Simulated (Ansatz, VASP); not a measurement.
HfN: VASP beside Ansatz

```
Hf N
1.0
     3.13391    0.00000    0.00000
    -1.56695    2.71404    0.00000
     0.00000    0.00000    5.41677
Hf N
2 2
Direct
  0.66667 0.33333 0.75000
  0.33333 0.66667 0.25000
  0.00000 0.00000 0.00000
  0.00000 0.00000 0.50000
```

The cell comes from a database or a generator and needn't be the stable form of this composition.

Alike in both runs: task single point; functional r2SCAN; k mesh 10 × 10 × 5; occupations fermi-dirac, width 0.1 eV; no spin polarisation.

```csv
,VASP,Ansatz
version,VASP 6.6.1,Ansatz 0.2.0
potentials or method,"VASP PAW PBE potentials, release 64 (Hf_pv, N)","plane waves, PAW"
plane-wave cutoff (eV),520,500
valence electrons in the cell,30,62
```

|  | VASP | Ansatz | Ansatz less VASP |
| --- | --- | --- | --- |
| pressure (GPa) | -0.3 | 2.3 | +2.57 |
| largest component of the traceless stress (GPa) | 0.07 | 0.03 | -0.037 |

The two sets of potentials don't hold the same shells in valence.

Caveats: the PAW data sets were made with another functional, which shifts forces and pressure a little (VASP). Spin-orbit coupling is left out, which matters for the levels of Hf.
